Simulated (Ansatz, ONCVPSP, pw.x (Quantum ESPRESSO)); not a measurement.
# From atom to crystal: ONCV potential for phosphorus (P)

- Element: P (Z = 15)
- Generator: ONCVPSP 4.0.1.1 (patched build)
- Type: optimised norm-conserving Vanderbilt (ONCV)
- Functional: PBE
- Relativity: scalar-relativistic
- Frozen core: [Ne]
- Valence charge: 5
- Reference configuration: 3s2 3p3
- Partial waves: 3s: rc 1.45 bohr, ncon 4, nbas 7, qcut 4.8 1/bohr, 2 projectors, debl 1.4 Ha; 3p: rc 1.95 bohr, ncon 4, nbas 8, qcut 3.4 1/bohr, 2 projectors, debl 2.6 Ha; d scattering state at 0.11 Ha: rc 1.70 bohr, ncon 4, nbas 7, qcut 5.3 1/bohr, 2 projectors, debl 3.1 Ha
- Local potential: polynomial inside 1.15 bohr (lpopt 5, dvloc0 3 Ha)
- Core correction: Teter function, fcfact 1.75, rcfact 1.75

Atomic tests: cutoffs needed: 10 Ha and 17 Ha (the cutoffs (Ha) at which the residual kinetic energy of the hardest occupied pseudo-wave falls to 1 and 0.1 mHa per electron) The cutoffs count occupied waves only; projector 2 of the d channel, the hardest unoccupied one, needs 56 Ha at the loose tolerance.; ghost test: no bound ghost flagged; GHOST(+) flagged for s at 98.9 eV; largest excitation error: -212 meV (all-electron minus pseudo) for 3s1 3p0, out of 4 test configurations.

Crystal test: sc P in pw.x 7.5, no spin, 13³ k-points, Fermi–Dirac smearing 0.01 Ry, cutoffs 50/200 Ry. The reference is all-electron LAPW (Ansatz 0.2.0) with the same functional, mesh and smearing; V0 and B0 come from Birch–Murnaghan fits to the pressures at five volumes. Errors are pseudo minus all-electron; Δ is the rms difference of the E(V) curves that follow from these fits, minima aligned, over ±6 % about the mean V0. Mesh and smearing are coarse, so the numbers serve the comparison and aren't converged zero-temperature values; the lattice is a test structure that the element need not adopt.

| V (Å³/atom) | P all-electron (GPa) | P pseudo (GPa) |
| --- | --- | --- |
| 13.890 | 7.01 | 6.29 |
| 14.255 | 3.42 | 2.74 |
| 14.621 | 0.27 | -0.37 |
| 14.987 | -2.41 | -3.01 |
| 15.352 | -4.62 | -5.18 |

All-electron: a0 = 2.447 Å (V0 = 14.66 Å³/atom), B0 = 113.3 GPa.

Pseudopotential: mean pressure error (GPa): -0.64; a0 (Å): 2.443; a0 error (%): -0.19; B0 error (%): +1.6; Δ (meV/atom): 2.0.

At the middle volume, how do free energy and pressure move when the wave cutoff is lowered (ecutrho kept at four times it)?

| cutoff (Ry) | shift of F (meV/atom) | shift of P (GPa) |
| --- | --- | --- |
| 22 | +40.4 | -1.58 |
| 30 | +7.5 | -0.06 |
| 40 | +2.5 | -0.02 |

Input at the middle volume:

```
&control
  calculation='scf', prefix='x', pseudo_dir='./', outdir='./tmp', tstress=.true., disk_io='low'
/
&system
  ibrav=0, nat=1, ntyp=1, ecutwfc=50, ecutrho=200, nbnd=9,
  occupations='smearing', smearing='fd', degauss=0.01
/
&electrons
  conv_thr=1e-09, mixing_beta=0.4, electron_maxstep=70
/
ATOMIC_SPECIES
P 1.0 P.UPF
CELL_PARAMETERS angstrom
  2.44526365 0.00000000 0.00000000
  0.00000000 2.44526365 0.00000000
  0.00000000 0.00000000 2.44526365
ATOMIC_POSITIONS crystal
P 0.0000 0.0000 0.0000
K_POINTS automatic
13 13 13 0 0 0
```

```bash
pw.x < P.scf.in > P.scf.out
```

Lines of the output:

```
Message from routine setup:
     using ibrav=0 with symmetry is DISCOURAGED, use correct ibrav instead
     lattice parameter (alat)  =       4.6209  a.u.
     unit-cell volume          =      98.6674 (a.u.)^3
     number of electrons       =         5.00
     number of Kohn-Sham states=            9
     kinetic-energy cutoff     =      50.0000  Ry
     charge density cutoff     =     200.0000  Ry
     scf convergence threshold =      1.0E-09
     Exchange-correlation= PBE
     number of k points=    84  Fermi-Dirac smearing, width (Ry)=  0.0100
     iteration #  1     ecut=    50.00 Ry     beta= 0.40
     total energy              =     -13.92297152 Ry
     estimated scf accuracy    <       0.00516120 Ry
     iteration #  2     ecut=    50.00 Ry     beta= 0.40
     total energy              =     -13.92312277 Ry
     estimated scf accuracy    <       0.00187413 Ry
     iteration #  3     ecut=    50.00 Ry     beta= 0.40
     total energy              =     -13.92313617 Ry
     estimated scf accuracy    <       0.00000039 Ry
     iteration #  4     ecut=    50.00 Ry     beta= 0.40
     total energy              =     -13.92313693 Ry
     estimated scf accuracy    <       0.00000015 Ry
     iteration #  5     ecut=    50.00 Ry     beta= 0.40
     total energy              =     -13.92313696 Ry
     estimated scf accuracy    <          1.0E-09 Ry
     iteration #  6     ecut=    50.00 Ry     beta= 0.40
     the Fermi energy is    11.0310 ev
!    total energy              =     -13.92313696 Ry
     estimated scf accuracy    <          1.8E-10 Ry
     smearing contrib. (-TS)   =      -0.00128587 Ry
     The total energy is F=E-TS. E is the sum of the following terms:
     one-electron contribution =       5.35536225 Ry
     hartree contribution      =       0.42280662 Ry
     xc contribution           =      -4.34959782 Ry
     ewald contribution        =     -15.35042215 Ry
     convergence has been achieved in   6 iterations
          total   stress  (Ry/bohr**3)                   (kbar)     P=       -3.72
```

The run at the middle volume (84 k-points, 6 iterations) took about 8.2 s on one core of a shared host (Neoverse-N1, 64 threads, 124 GiB, load 55).
